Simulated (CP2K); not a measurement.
## AlCu under changes of volume

One of the cells (13.466 Å³/atom); the others are scaled copies at fixed shape and fractional positions:

```
Cu Al
1.0
     2.99751    0.00000    0.00000
     0.00000    2.99751    0.00000
     0.00000    0.00000    2.99751
Cu Al
1 1
Direct
  0.50000 0.50000 0.50000
  0.00000 0.00000 0.00000
```

The cell comes from a database or a generator and needn't be the stable form of this composition.

- Program: CP2K 2026.2
- Functional: PBEsol
- Potentials or basis: POTENTIAL_UZH Cu GTH-PBE-q11, Al GTH-PBE-q3; TZVP-MOLOPT-PBE-GTH basis
- Density cutoff: 6123 eV
- k mesh: 9 × 9 × 9
- Occupations: fermi-dirac, width 0.05 eV
- Spin: no spin polarisation

| volume (Å³/atom) | energy over the lowest point (meV/atom) | pressure (GPa) |
| --- | --- | --- |
| 12.658 | 6.65 | 4.9 |
| 12.928 | 0.99 | 2.0 |
| 13.197 | 0.00 | -0.7 |
| 13.466 | 3.16 | -3.0 |
| 13.736 | 10.03 | -5.1 |
| 14.005 | 20.21 | -7.0 |
| 14.274 | ? | ? |

Problem. What does the run at 14.274 Å³/atom give?

Solution. Energy over the lowest point 33.33 meV/atom; pressure -8.6 GPa.

Worked out: A Birch-Murnaghan fit of order 3 (a polynomial in V^(-2/3)) to the other rows has its minimum at 13.12 Å³/atom with B0 = V·E''(V) = 124 GPa and B' = 4.5. It gives 33.33 meV/atom at 14.274 Å³/atom, against the run's 33.33, and -dE/dV = -8.6 GPa, against -8.6.

Energies are extrapolated to zero smearing.

Caveats: the potentials were made for another functional, which shifts forces and pressure; the basis of atomic orbitals isn't converged, which shifts pressures, moduli and gaps.
